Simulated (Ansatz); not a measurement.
# TiC: what a guessed cell relaxes into

Where does this trial cell of TiC go when cell and atoms are let free?

Computed with Ansatz 0.2.0 (DFT PBE, scalar-relativistic, plane waves, PAW, unless a step's input says otherwise).

## (1) The structure to begin with

It takes space group P6_3/mmc (No. 194, hexagonal). The conventional cell has a = 3.261 Å, b = 3.261 Å, c = 6.123 Å, α = 90.00°, β = 90.00°, γ = 120.00°. Ti (site symmetry -6m2) is surrounded by 6 C at 2.43 Å. C (site symmetry -3m) has 6 Ti at 2.43 Å as nearest neighbours.

Structure file:

```cif
data_structure
_symmetry_space_group_name_H-M 'P6_3/mmc'
_symmetry_Int_Tables_number 194
_cell_length_a 3.2615
_cell_length_b 3.2615
_cell_length_c 6.1226
_cell_angle_alpha 90.000
_cell_angle_beta 90.000
_cell_angle_gamma 120.000
_cell_volume 56.40
loop_
_atom_site_label
_atom_site_type_symbol
_atom_site_symmetry_multiplicity
_atom_site_Wyckoff_symbol
_atom_site_fract_x
_atom_site_fract_y
_atom_site_fract_z
_atom_site_occupancy
Ti1 Ti 2 c 0.66667 0.33333 0.75000 1
C1 C 2 a 0.00000 0.00000 0.00000 1
```

Recipe of the guess: 6-connected net, two elements alternating (P6_3/mmc, No. 194). The dimensions are guesses.

## (2) Probe: one point on a coarse mesh

Contents of input.yaml:

```yaml
crystal:
  lattice:
    - [3.26148922, 0.0, 0.0]
    - [-1.63074461, 2.82453251, 0.0]
    - [0.0, 0.0, 6.12261175]
  atoms:
    - { symbol: Ti, position: [0.66666667, 0.33333333, 0.75] }
    - { symbol: Ti, position: [0.33333333, 0.66666667, 0.25] }
    - { symbol: C, position: [0.0, 0.0, 0.0] }
    - { symbol: C, position: [0.0, 0.0, 0.5] }
basis:
  ecutwfc: 420
kpoints:
  mp_grid: { grid: [6, 6, 4] }
hamiltonian:
  xc: pbe
scf:
  occupations: { method: gaussian, width: 0.1 }
  lower_state_search: "off"
output:
  forces: true
  stress: true
  eigenvalues: true
```

Command:

```
$ ansatz run input.yaml --threads 1 --pin off --max-ram 2048MiB --backend cpu --events-out ev --progress --plain --runs-dir out
```

Further runs follow: rough relaxation on the coarse mesh; spin check on a coarse mesh; full relaxation.

What does the calculation give? Wanted: conventional cell; volume; energy over the elements; gap on the mesh.

As calculated:

| quantity | value |
| --- | --- |
| symmetry at the end (tolerance 0.05 Å) | space group P6_3/mmc (No. 194) |
| conventional cell | a = 3.156 Å, b = 3.156 Å, c = 4.711 Å, α = 90.00°, β = 90.00°, γ = 120.00° |
| volume | 10.16 Å³/atom |
| energy over the elements | -0.69 eV/atom |
| gap on the mesh | none (metal) |

The space group P6_3/mmc (No. 194) is kept, and the volume per atom shrinks by 27.9 % from the first guess. A negative formation energy is needed for stability but isn't enough; other structures and compounds were not set against it here. No finished test with a distortion of lower symmetry is shown, so the end may be a saddle point. Other magnetic orders were not searched.
